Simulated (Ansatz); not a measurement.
All cells: G0W0@PBE, full frequency by contour deformation, all-electron datasets in plane waves (scalar-relativistic, Gaussian nuclei) (Ansatz); response cutoff 200 eV, empty bands to 200 eV, primitive cells on a 4×4×4 mesh, no spin-orbit coupling. Band edges are those of the mesh. The mesh is coarse, the sums aren't at the basis limit and many cells are compressed or hypothetical, so the values aren't those of the ambient crystals.

(1) Order these cells by the electronic dielectric constant on this mesh, smallest first.
A. NaCl (Fm-3m), 2 atoms, 15.3 Å³ an atom
B. carbon (Fd-3m), 2 atoms, 5.7 Å³ an atom
C. BeS (F-43m), 2 atoms, 14.0 Å³ an atom

Answers

(1) A (2.8), C (5.8), B (7.0).

Model cells at fixed atoms, which needn't be the relaxed known crystals. Coarse meshes can put the dielectric constant off by a tenth and more.
